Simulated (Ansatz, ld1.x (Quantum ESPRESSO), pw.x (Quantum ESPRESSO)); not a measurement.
**What a changed setting does to a pw.x run (bcc Si)**

Potential: norm-conserving RRKJ (Kleinman–Bylander form), ld1.x (Quantum ESPRESSO) 7.5, PBEsol; core [Ne], reference 3s2 3p1; waves: 3s (bound): rc 1.50 bohr; 3p (bound): rc 1.95 bohr; 3d channel at 0.15 Ry: rc 1.70 bohr; local part: the d channel; core correction: none; rho0 0.001.

The reference run (k-mesh 15³, cutoffs 40/160 Ry, Fermi–Dirac 0.01 Ry, mixing_beta 0.4, conv_thr 1e-9, no spin) gives -0.43 GPa at 14.254 Å³/atom, where all-electron LAPW gives 0.14 GPa. This run, with its own iteration cap, changes k-mesh points per axis to 20.

```
&control
  calculation='scf', prefix='x', pseudo_dir='./', outdir='./tmp', tstress=.true., disk_io='none'
/
&system
  ibrav=0, nat=1, ntyp=1, ecutwfc=40, ecutrho=160, nbnd=9,
  occupations='smearing', smearing='fd', degauss=0.01
/
&electrons
  conv_thr=1e-09, mixing_beta=0.4, electron_maxstep=60
/
ATOMIC_SPECIES
Si 1.0 Si.UPF
CELL_PARAMETERS angstrom
  -1.52742158 1.52742158 1.52742158
  1.52742158 -1.52742158 1.52742158
  1.52742158 1.52742158 -1.52742158
ATOMIC_POSITIONS crystal
Si 0.0000 0.0000 0.0000
K_POINTS automatic
20 20 20 0 0 0
```

```bash
pw.x < Si.scf.in > Si.scf.out
```

How does the run end?

It converges in 6 iterations; the free energy moves by +4.5 meV/atom and the pressure by +0.02 GPa.

```
Message from routine setup:
     using ibrav=0 with symmetry is DISCOURAGED, use correct ibrav instead
     lattice parameter (alat)  =       4.9994  a.u.
     unit-cell volume          =      96.1908 (a.u.)^3
     number of electrons       =         4.00
     number of Kohn-Sham states=            9
     kinetic-energy cutoff     =      40.0000  Ry
     charge density cutoff     =     160.0000  Ry
     scf convergence threshold =      1.0E-09
     Exchange-correlation= PBESOL
     number of k points=   256  Fermi-Dirac smearing, width (Ry)=  0.0100
     iteration #  1     ecut=    40.00 Ry     beta= 0.40
     total energy              =      -7.86746868 Ry
     estimated scf accuracy    <       0.03334936 Ry
     iteration #  2     ecut=    40.00 Ry     beta= 0.40
     total energy              =      -7.86395764 Ry
     estimated scf accuracy    <       0.01008009 Ry
     iteration #  3     ecut=    40.00 Ry     beta= 0.40
     total energy              =      -7.86437312 Ry
     estimated scf accuracy    <       0.00000561 Ry
     iteration #  4     ecut=    40.00 Ry     beta= 0.40
     total energy              =      -7.86437971 Ry
     estimated scf accuracy    <       0.00000004 Ry
     iteration #  5     ecut=    40.00 Ry     beta= 0.40
     total energy              =      -7.86437972 Ry
     estimated scf accuracy    <       0.00000001 Ry
     iteration #  6     ecut=    40.00 Ry     beta= 0.40
     the Fermi energy is    10.7571 ev
!    total energy              =      -7.86437972 Ry
     estimated scf accuracy    <          4.3E-10 Ry
     smearing contrib. (-TS)   =      -0.00195611 Ry
     The total energy is F=E-TS. E is the sum of the following terms:
     one-electron contribution =       4.65008528 Ry
     hartree contribution      =       0.02750953 Ry
     xc contribution           =      -2.45348074 Ry
     ewald contribution        =     -10.08653768 Ry
     convergence has been achieved in   6 iterations
          total   stress  (Ry/bohr**3)                   (kbar)     P=       -4.17
     Message from routine punch:
     Nothing written, as per user request (disk_io='none')
```

The run took about 13 s on one core of a shared host (Neoverse-V1, 32 threads, 247 GiB, load 17).
